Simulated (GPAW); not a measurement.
BN:

```xyz
4
Lattice="2.4982 0.0000 0.0000 -1.2491 2.1635 0.0000 0.0000 0.0000 6.6357" Properties=species:S:1:pos:R:3 pbc="T T T"
N     1.2491    0.7212    1.6589
N     0.0000    1.4424    4.9768
B     1.2491    0.7212    4.9768
B     0.0000    1.4424    1.6589
```

Base run:

```yaml
Program: GPAW 26.7.0
Functional: PBEsol
Potentials_or_basis: PAW data sets generated in the run's folder for this functional
Cutoff: 800 eV
Basis: pw
k_mesh: 12 × 12 × 4
Occupations: fermi-dirac, width 0.05 eV
Spin: no spin polarisation
```

Its results: band gap on the k mesh 4.19 eV, indirect (least direct gap 4.60 eV); pressure 1.4 GPa.

Question: The run is repeated on the same cell with these changes: functional from PBEsol to PBEint; k mesh from 12 × 12 × 4 to 9 × 9 × 3. What comes out?

Answer: Band gap on the k mesh 4.38 eV, indirect (least direct gap 4.67 eV); pressure 3.5 GPa.

Several settings changed at once, so the effect can't be laid on one alone.

Caveats: this functional lacks dispersion, which binds the layers, so the pressure and a relaxed spacing across them are unreliable (some runs); the mesh misses the band edges, which the band path finds closer together (some runs).
